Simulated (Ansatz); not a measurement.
# AlNi (C2/m) in Ansatz: reference runs, part 2 of 2

Ansatz 0.2.0.

## (4) Single point, PBE, collinear spin, ferromagnetic start, 11.71 Å³/atom (volume scaled by 0.94)

Input file input.yaml:

```yaml
crystal:
  lattice:
    - [2.2537151482, -1.3662091541, 0.0]
    - [2.2537151482, 1.3662091541, 0.0]
    - [-1.3287605568, 0.0, 3.801614995]
  atoms:
    - { symbol: Ni, position: [0.5, 0.5, 0.5], spin: 1.0 }
    - { symbol: Al, position: [0.0, 0.0, 0.0] }
hamiltonian:
  xc: pbe
  pseudopotentials: { kind: paw }
magnetization:
  spin_polarized: true
kpoints:
  mp_grid: { grid: [11, 11, 7] }
scf:
  occupations: { method: fermi_dirac, width: 0.05 }
output:
  forces: true
  stress: true
  eigenvalues: true
  write_density: true
  write_potential: true
  elf: true
  volumetric_format: npy
```

Potentials or basis: Ansatz PAW.

Command:

```sh
$ ansatz run input.yaml --threads 2 --pin off --max-ram 5120MiB --backend cpu --events-out ev --progress --plain --runs-dir out
```

The log of the run:

```text
Warning: RAYON_NUM_THREADS=2 ignored (pool sized by the plan → 2); use --threads N
Engine: ansatz 0.2.0, aarch64-unknown-linux-gnu
Pseudopotentials: kind: paw
Pseudopotential: Ni, paw, valence charge 18, recommended cutoff 420 eV (normal), Ni.paw.azcp
Pseudopotential: Al, paw, valence charge 3, recommended cutoff 420 eV (normal), Al.paw.azcp
Functional definition: PBE
  parameter kappa = 0.804
  parameter beta = 0.06672455060314922
  exchange = pbe_x(kappa = kappa, mu = beta*pi^2/3)
  correlation = pbe_c(beta = beta)
Crystal: 2 atoms, lattice volume = 23.411 Å³
Basis set: ecut = 420 eV, 463 PW (Γ), exchange–correlation on 36×36×54 points (8 copies of the dense FFT grid, shifted against one another)
Bands: 15, of which v1, the nominal top of the filled ones, is band 11 counted from 1 (10 counted from 0)
Symmetry: 4 space group operations
Space group: C2/m (ITA 12), of the structure as read, at distance tolerance 2.9e-5 Å
Magnetic group: BNS 12.58 (UNI 65), of the structure as read, at distance tolerance 2.9e-5 Å
k-points: 234 of 847
Non-local potential: Ni, projectors of the file, l = 0: 3, l = 1: 2, l = 2: 3, l = 3: 1
Non-local potential: Al, projectors of the file, l = 0: 2, l = 1: 2, l = 2: 1
PAW form: soft (Blöchl's): semilocal exchange-correlation on the pseudo side does not see the compensation charge
PAW one-centre angular grid: Ni, 590 points (default); XC on 64 Gauss nodes
PAW one-centre angular grid: Al, 110 points (default); XC on 64 Gauss nodes
Initial density: superposition of atomic densities (chi_scale 0.1, normalization cell)
Starting moments: Σ|m| = 1 μB on 1 of 2 sites
Initial wavefunctions: pseudopotential atomic-orbital guess
Functional: x = pbe(κ = 0.804, μ = 0.2195149727645171), c = pbe(β = 0.06672455060314922)
SCF iter   1: F=—  HF=-6376.977959 eV  |F-HF|=—  |Δ(HF+E_count)|=         —  Δρ=1.05e-1 (↑1.05e-1 ↓4.52e-2)  dr2=8.07e-1  dr2_m=1.09e0  M=0.204 μB ∫|m|=0.270 μB  β_m=0.30  ethr=3.10e-3  ⟨swp⟩=4.8  Hψ=32533  notcnv=0
Mixer restart at iter 1: flushing history
preconditioner: auto → none  [metal: Δε(μ)=0.003 eV  Ē_g=9.320 eV  σ=0.050 eV  W_gap=0.02  n_scr=2 (ndim 8)  ℏωp=27.7 eV  f_vac=0.000  D(μ)=1.35/eV (n_scr^D=14)  sad-step TF]
SCF iter   2: F=—  HF=-6376.705222 eV  |F-HF|=—  |Δ(HF+E_count)|=   2.73e-1  Δρ=8.24e-2 (↑4.51e-2 ↓8.24e-2)  dr2=4.03e-1  dr2_m=8.29e-1  M=0.107 μB ∫|m|=0.146 μB  β_m=0.48  ethr=3.10e-3  ⟨swp⟩=2.6  Hψ=14955  notcnv=0  defer=2
SCF iter   3: F=—  HF=-6377.529256 eV  |F-HF|=—  |Δ(HF+E_count)|=   8.24e-1  Δρ=4.54e-2 (↑4.54e-2 ↓3.52e-2)  dr2=4.13e-2  dr2_m=3.38e-1  M=0.066 μB ∫|m|=0.102 μB  β_m=0.73  ethr=1.92e-3  ⟨swp⟩=3.0  Hψ=13712  notcnv=0  defer=9
SCF iter   4: F=—  HF=-6377.886525 eV  |F-HF|=—  |Δ(HF+E_count)|=   3.57e-1  Δρ=2.14e-2 (↑6.28e-3 ↓2.14e-2)  dr2=7.20e-2  dr2_m=3.66e-2  M=0.013 μB ∫|m|=0.022 μB  β_m=0.72  ethr=1.97e-4  ⟨swp⟩=2.3  Hψ=13786  notcnv=0  defer=17
SCF iter   5: F=—  HF=-6377.967598 eV  |F-HF|=—  |Δ(HF+E_count)|=   8.11e-2  Δρ=6.85e-3 (↑2.40e-3 ↓6.85e-3)  dr2=1.21e-2  dr2_m=1.31e-3  M=0.002 μB ∫|m|=0.005 μB  β_m=0.69  ethr=1.97e-4  ⟨swp⟩=3.0  Hψ=13232  notcnv=0  defer=17
SCF iter   6: F=—  HF=-6377.972433 eV  |F-HF|=—  |Δ(HF+E_count)|=   4.83e-3  Δρ=1.43e-3 (↑8.45e-4 ↓1.43e-3)  dr2=9.53e-4  dr2_m=3.62e-5  M=-0.000 μB ∫|m|=0.001 μB  β_m=0.84  ethr=5.76e-5  ⟨swp⟩=2.5  Hψ=14238  notcnv=0  defer=24
SCF iter   7: F=—  HF=-6377.973125 eV  |F-HF|=—  |Δ(HF+E_count)|=   6.92e-4  Δρ=7.36e-4 (↑3.10e-4 ↓7.36e-4)  dr2=1.87e-4  dr2_m=1.03e-5  M=0.000 μB ∫|m|=0.001 μB  β_m=0.91  ethr=4.54e-6  ⟨swp⟩=2.1  Hψ=9074  notcnv=0  defer=24
SCF iter   8: F=—  HF=-6377.973146 eV  |F-HF|=—  |Δ(HF+E_count)|=   2.13e-5  Δρ=1.34e-4 (↑8.37e-5 ↓1.34e-4)  dr2=5.56e-7  dr2_m=2.53e-6  M=0.000 μB ∫|m|=0.000 μB  β_m=0.95  ethr=8.91e-7  ⟨swp⟩=2.1  Hψ=9094  notcnv=0  defer=24
SCF iter   9: F=—  HF=-6377.973143 eV  |F-HF|=—  |Δ(HF+E_count)|=   3.18e-6  Δρ=9.41e-6 (↑9.41e-6 ↓6.08e-6)  dr2=4.24e-8  dr2_m=4.68e-9  M=-0.000 μB ∫|m|=0.000 μB  β_m=0.98  ethr=2.65e-9  ⟨swp⟩=2.3  Hψ=11107  notcnv=0  defer=24
SCF iter  10: F=—  HF=-6377.973143 eV  |F-HF|=—  |Δ(HF+E_count)|=   8.87e-8  Δρ=3.98e-6 (↑1.72e-6 ↓3.98e-6)  dr2=5.34e-9  dr2_m=3.32e-10  M=-0.000 μB ∫|m|=0.000 μB  β_m=0.92  ethr=2.02e-10  ⟨swp⟩=2.0  Hψ=10099  notcnv=0  defer=24
SCF iter  11: F=—  HF=-6377.973143 eV  |F-HF|=—  |Δ(HF+E_count)|=  1.46e-10  Δρ=9.87e-7 (↑9.87e-7 ↓5.63e-7)  dr2=4.43e-10  dr2_m=1.53e-11  M=-0.000 μB ∫|m|=0.000 μB  β_m=0.96  ethr=2.54e-11  ⟨swp⟩=2.1  Hψ=9738  notcnv=0  defer=24
SCF iter  12: F=-6377.973143 eV  HF=-6377.973143 eV  |F-HF|=0.00e0  |Δ(HF+E_count)|=  9.82e-11  Δρ=9.08e-8 (↑7.73e-8 ↓9.08e-8)  dr2=1.02e-12  dr2_m=9.68e-13  M=-0.000 μB ∫|m|=0.000 μB  ethr=2.11e-12  ⟨swp⟩=4.5  Hψ=32502  notcnv=0
SCF 1 converged in 12 iterations: F = -6377.973143 eV  dr2 = 1.02e-12
WARN: the starting moments were not kept: the SCF closed with an absolute magnetisation of 1.2e-6 μB, where they sum to 1 μB in size (1 site). That is at most 0.1 of that sum. Measured as dr2_m measures the in/out step, that magnetisation stands 1.1e-12 eV from none, at or under the dr2_threshold of 1.0e-7 eV: it is no larger than a step whose dr2_m would equal this threshold. The system may hold no moment; this SCF shows only that its start led to no more than that. To try another start: raise the starting moments (crystal.atoms[].spin, magnetization.per_species, magnetization.initial_magnetization, or on a non-collinear deck that types none of these the spinor_matrix: blocks that start its atoms; where the total moment is fixed, keep their sum and leave initial_magnetization as it is; typed ones take the place of any that the run laid by itself, positive ones on a crystal's lanthanoids without a Hubbard term where scf.initial_density.shell_occupations: [] is typed) or, if the notice of its spin-set hold's release reads "site moments contracting" or "site moments show no strong build", lengthen the hold (scf.mixing.spin_hold: { on: { confirm: 4 } }; for m-r²SCAN on two components see the key's manual first). Each may lead to a state that holds a moment. A second SCF, from the converged charge density, with the starting moments and any scf.initial_density.shell_occupations laid on it anew, would have followed, and was not run: the deck does not ask for one (magnetization.retry_lost_moments is false, the default). To let it run, set magnetization.retry_lost_moments: true and run the deck again, where that key's refused combinations let it; where memory then withholds it, that run's warning says so.
SCF converged after 12 iterations
Magnetization: -0.0000 μB (10.5000 up, 10.5000 down)
Absolute magnetization: 0.0000 μB (∫|ρ↑−ρ↓|, with the PAW one-centre terms)
Spin contamination: 0.0000 ħ² per cell (⟨S²⟩ above its minimum at these occupations)
Per-site moments (μB) at R_I (Å): [(4.5793019576027215e-7, 1.0037403914034495), (-1.695274258880114e-7, 1.0037403914034495)]
Free energy (F): -6377.973143 eV
Harris-Foulkes:  -6377.973143 eV  (|F-HF|=0.00e0)
Internal energy: -6377.965968 eV  (E = F + TS)
E sigma→0 (E₀):  -6377.969555 eV
Entropy (-TS):   -0.007175 eV (-3.588 meV/atom)
Fermi energy:    14.184324 eV
--- Per-component energies (eV) ---
  E_band       = -329.724586
  E_kinetic    = 311.737106
  E_local      = -4608.949001  (includes V_loc(G=0)·N_el)
  E_nonlocal   = 647.585476
  E_hartree    = 1997.273529
  E_xc         = -126.717149
  E_vxc        = -141.164056  (∫ρ·V_xc dr)
  E_paw        = -2099.684344  (= ΣΔE_a)
  E_vpaw       = -533.481647  (= ΣTr[D̂ρ^β])
  E_aug_tail   = 0.000520  (compensation charges beyond the density's cutoff)
  E_ewald      = -2499.212105
  E_smearing   = -0.007175  (= −TS)
  E_closure    = -0.000000  (closes the sum)
  Σ components = -6377.973143   (vs F -6377.973143, Δ=0.00e0)
--- Forces (eV/Å), atoms counted from 1 ---
  atom   1  Ni     0.00000000     0.00000000     0.00000000
  atom   2  Al    -0.00000000     0.00000000    -0.00000000
  max |Σ_I F_I| component: 7.89e-31 eV/Å
--- Stress (GPa, compression-positive) ---
       12.950655      -0.000000      -0.731093
       -0.000000      10.634422      -0.000000
       -0.731094      -0.000000      14.534221
  P = ⅓ Tr σ = 12.7064 GPa (127.064 kbar)
--- Band table (eV; the first three rows and the last of 468) ---
  k-point 0 ↑: bands = ["-89.0270", "-49.6391", "-49.3031", "-49.2770", "2.8715", "10.2746", "12.1732", "12.3694", "12.5018", "12.7124", "12.8521", "17.1024", "28.0748", "28.8778", "29.6755"]
  k-point 1 ↑: bands = ["-89.0270", "-49.6392", "-49.3031", "-49.2770", "3.0793", "9.6848", "11.9736", "12.1734", "12.5021", "12.7234", "12.8641", "18.3678", "27.7786", "29.1550", "29.2598"]
  k-point 2 ↑: bands = ["-89.0270", "-49.6395", "-49.3031", "-49.2770", "3.6778", "8.2183", "11.6844", "12.1736", "12.5010", "12.7487", "12.8912", "20.9282", "27.3377", "28.7599", "29.5525"]
  k-point 233 ↓: bands = ["-89.0168", "-49.6281", "-49.3626", "-49.3310", "8.9712", "10.3757", "10.9648", "11.7905", "12.1350", "13.7647", "14.6449", "16.6767", "20.1223", "21.1850", "23.7453"]
```

Wall time 7.2 s (2 threads of Arm Neoverse V2, shared host); peak memory 0.48 GiB.

Results:

- Free energy: -6377.9731 eV
- Pressure: 12.7 GPa
- Band gap on the k mesh: none (metal or under the smearing width)
- Net moment: 0.00 μB per cell
- Absolute moment: 0.00 μB per cell

Caveat: the starting moments weren't kept.

## (5) Single point, PBE, collinear spin, ferromagnetic start, 11.95 Å³/atom (volume scaled by 0.96)

Input file input.yaml:

```yaml
crystal:
  lattice:
    - [2.2695869046, -1.3758306623, 0.0]
    - [2.2695869046, 1.3758306623, 0.0]
    - [-1.3381183338, 0.0, 3.8283878136]
  atoms:
    - { symbol: Ni, position: [0.5, 0.5, 0.5], spin: 1.0 }
    - { symbol: Al, position: [0.0, 0.0, 0.0] }
hamiltonian:
  xc: pbe
  pseudopotentials: { kind: paw }
magnetization:
  spin_polarized: true
kpoints:
  mp_grid: { grid: [11, 11, 7] }
scf:
  occupations: { method: fermi_dirac, width: 0.05 }
output:
  forces: true
  stress: true
  eigenvalues: true
```

Command:

```sh
$ ansatz run input.yaml --threads 2 --pin off --max-ram 5120MiB --backend cpu --events-out ev --progress --plain --runs-dir out
```

Wall time 6 s (2 threads of Arm Neoverse V2, shared host); peak memory 0.47 GiB.

The run converged. Its results:

```
Free energy            : -6378.0063 eV
Pressure               : 8.7 GPa
Band gap on the k mesh : none (metal or under the smearing width)
Net moment             : 0.00 μB per cell
Absolute moment        : 0.00 μB per cell
```

Caveat: the starting moments weren't kept.

## (6) Single point, PBE, collinear spin, ferromagnetic start, 12.20 Å³/atom (volume scaled by 0.98)

Edit input.yaml of step 5 so:

```diff
@@ -2,5 +2,5 @@
   lattice:
-    - [2.2695869046, -1.3758306623, 0.0]
-    - [2.2695869046, 1.3758306623, 0.0]
-    - [-1.3381183338, 0.0, 3.8283878136]
+    - [2.2852397227, -1.3853194495, 0.0]
+    - [2.2852397227, 1.3853194495, 0.0]
+    - [-1.3473470277, 0.0, 3.8547913226]
   atoms:
```

Potentials or basis: Ansatz PAW.

Command:

```sh
$ ansatz run input.yaml --threads 2 --pin off --max-ram 5120MiB --backend cpu --events-out ev --progress --plain --runs-dir out
```

Run time: 6.3 s. Hardware: 2 threads of Arm Neoverse V2, shared host; peak memory 0.48 GiB.

It converged, with:

```
Free energy            : -6378.0278 eV
Pressure               : 5.1 GPa
Band gap on the k mesh : none (metal or under the smearing width)
Net moment             : 0.00 μB per cell
Absolute moment        : 0.00 μB per cell
```

Caveat: the starting moments weren't kept.

## (7) Single point, PBE, collinear spin, ferromagnetic start, 12.45 Å³/atom

Edit input.yaml of step 6 so:

```diff
@@ -2,5 +2,5 @@
   lattice:
-    - [2.2852397227, -1.3853194495, 0.0]
-    - [2.2852397227, 1.3853194495, 0.0]
-    - [-1.3473470277, 0.0, 3.8547913226]
+    - [2.300681, -1.39468, 0.0]
+    - [2.300681, 1.39468, 0.0]
+    - [-1.356451, 0.0, 3.880838]
   atoms:
```

Command:

```sh
$ ansatz run input.yaml --threads 2 --pin off --max-ram 5120MiB --backend cpu --events-out ev --progress --plain --runs-dir out
```

It took 6.3 s on 2 threads of Arm Neoverse V2, shared host; peak memory 0.48 GiB.

It converged, with:

* Free energy: -6378.0386 eV
* Pressure: 1.9 GPa
* Band gap on the k mesh: none (metal or under the smearing width)
* Net moment: 0.00 μB per cell
* Absolute moment: 0.00 μB per cell

Caveat: the starting moments weren't kept.

## (8) Single point, PBE, collinear spin, ferromagnetic start, 12.70 Å³/atom (volume scaled by 1.02)

Edit input.yaml of step 7 so:

```diff
@@ -2,5 +2,5 @@
   lattice:
-    - [2.300681, -1.39468, 0.0]
-    - [2.300681, 1.39468, 0.0]
-    - [-1.356451, 0.0, 3.880838]
+    - [2.3159177421, -1.4039165606, 0.0]
+    - [2.3159177421, 1.4039165606, 0.0]
+    - [-1.365434381, 0.0, 3.9065396629]
   atoms:
```

Command:

```sh
$ ansatz run input.yaml --threads 2 --pin off --max-ram 5120MiB --backend cpu --events-out ev --progress --plain --runs-dir out
```

Wall time 6.5 s (2 threads of Arm Neoverse V2, shared host); peak memory 0.48 GiB.

Results (log left out):

- Free energy: -6378.0400 eV
- Pressure: -1.0 GPa
- Band gap on the k mesh: none (metal or under the smearing width)
- Net moment: 0.00 μB per cell
- Absolute moment: 0.00 μB per cell

Caveat: the starting moments weren't kept.

## (9) Single point, PBE, collinear spin, ferromagnetic start, 12.95 Å³/atom (volume scaled by 1.04)

Edit input.yaml of step 8 so:

```diff
@@ -2,5 +2,5 @@
   lattice:
-    - [2.3159177421, -1.4039165606, 0.0]
-    - [2.3159177421, 1.4039165606, 0.0]
-    - [-1.365434381, 0.0, 3.9065396629]
+    - [2.3309565903, -1.4130331573, 0.0]
+    - [2.3309565903, 1.4130331573, 0.0]
+    - [-1.3743010865, 0.0, 3.9319075144]
   atoms:
@@ -21 +21,5 @@
   eigenvalues: true
+  write_density: true
+  write_potential: true
+  elf: true
+  volumetric_format: npy
```

Potentials or basis: Ansatz PAW.

Command:

```sh
$ ansatz run input.yaml --threads 2 --pin off --max-ram 5120MiB --backend cpu --events-out ev --progress --plain --runs-dir out
```

Run time: 7.8 s. Hardware: 2 threads of Arm Neoverse V2, shared host; peak memory 0.49 GiB.

The run converged. Its results:

| Property | Result |
| --- | --- |
| Free energy | -6378.0329 eV |
| Pressure | -3.6 GPa |
| Band gap on the k mesh | none (metal or under the smearing width) |
| Net moment | 0.00 μB per cell |
| Absolute moment | 0.00 μB per cell |

Caveat: the starting moments weren't kept.

## (10) Single point, PBE, collinear spin, ferromagnetic start, 13.20 Å³/atom (volume scaled by 1.06)

Input file input.yaml:

```yaml
crystal:
  lattice:
    - [2.3458038479, -1.4220336112, 0.0]
    - [2.3458038479, 1.4220336112, 0.0]
    - [-1.3830548326, 0.0, 3.9569521865]
  atoms:
    - { symbol: Ni, position: [0.5, 0.5, 0.5], spin: 1.0 }
    - { symbol: Al, position: [0.0, 0.0, 0.0] }
hamiltonian:
  xc: pbe
  pseudopotentials: { kind: paw }
magnetization:
  spin_polarized: true
kpoints:
  mp_grid: { grid: [11, 11, 7] }
scf:
  occupations: { method: fermi_dirac, width: 0.05 }
output:
  forces: true
  stress: true
  eigenvalues: true
```

Command:

```sh
$ ansatz run input.yaml --threads 2 --pin off --max-ram 5120MiB --backend cpu --events-out ev --progress --plain --runs-dir out
```

Run time: 6.5 s. Hardware: 2 threads of Arm Neoverse V2, shared host; peak memory 0.49 GiB.

Results (log left out):

* Free energy: -6378.0181 eV
* Pressure: -5.9 GPa
* Band gap on the k mesh: none (metal or under the smearing width)
* Net moment: 0.00 μB per cell
* Absolute moment: 0.00 μB per cell

Caveat: the starting moments weren't kept.

## (11) Equation of state, PBE, collinear spin, ferromagnetic start

Potentials or basis: Ansatz PAW.

No new run: the results of the series are fitted here.

What came out:

- Equilibrium volume: 12.61 Å³/atom
- Bulk modulus at fixed shape and positions: 144 GPa
- Pressure derivative of the bulk modulus: 4.4

Energy against volume, from the lowest point:
```csv
volume (Å³/atom),energy (meV/atom)
11.705,33.44
11.954,16.85
12.203,6.13
12.452,0.69
12.702,0.00
12.951,3.58
13.200,10.98
```

Caveat: the cell was scaled at fixed shape and fractional positions, which overstates the stiffness of a crystal with free parameters, most of all of layers and chains.

## (12) Overview

```csv
task,cell,gap on the mesh (eV),pressure (GPa),moment (μB)
single point,as given,none,1.9,0.00
single point,"atoms moved at random, drawn with an rms of 0.05 Å",none,2.1,0.00
equation of state,as given,-,-,-
```

Alike in all rows: level PBE; potentials or basis Ansatz PAW; spin collinear, ferromagnetic start; k mesh 11 × 11 × 7; cutoff (eV) 420; smearing fermi-dirac 0.05 eV.

Caveats: the starting moments weren't kept (some runs); the cell was scaled at fixed shape and fractional positions, which overstates the stiffness of a crystal with free parameters, most of all of layers and chains (some runs).

Absolute energies hang on the potentials; compare differences alone.
